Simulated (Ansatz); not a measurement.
InP: computed properties

These are results of Ansatz, DFT PBE, scalar-relativistic, plane waves, PAW, not measurements.

Cutoff 420 eV; k points 10×10×10 on the computed 2-atom cell (Γ-centred); Gaussian smearing, width 0.02 eV; no spin polarisation.

The structure is relaxed at this level of theory with its symmetry kept.

```xyz
2
Lattice="0.0000 2.9800 2.9800 2.9800 0.0000 2.9800 2.9800 2.9800 0.0000" Properties=species:S:1:pos:R:3 pbc="T T T"
In    0.0000    0.0000    0.0000
P     1.4900    1.4900    1.4900
```

```
Space group                                                       : F-43m (No. 216)
Volume per atom                                                   : 26.46 Å³
Formation energy from the elements' standard states (uncorrected) : -0.245 eV/atom
Kohn–Sham band gap                                                : 0.44 eV
Löwdin character of the top 1 eV of the valence band              : P 3p 80 %, In 5p 17 %
Löwdin character of the lowest 1 eV of the conduction band        : In 5s 37 %, P 3p 28 %, P 3s 25 %, In 5p 8 %
Bader charges (e)                                                 : In (1 in the cell) 0.88, P (1 in the cell) -0.88
```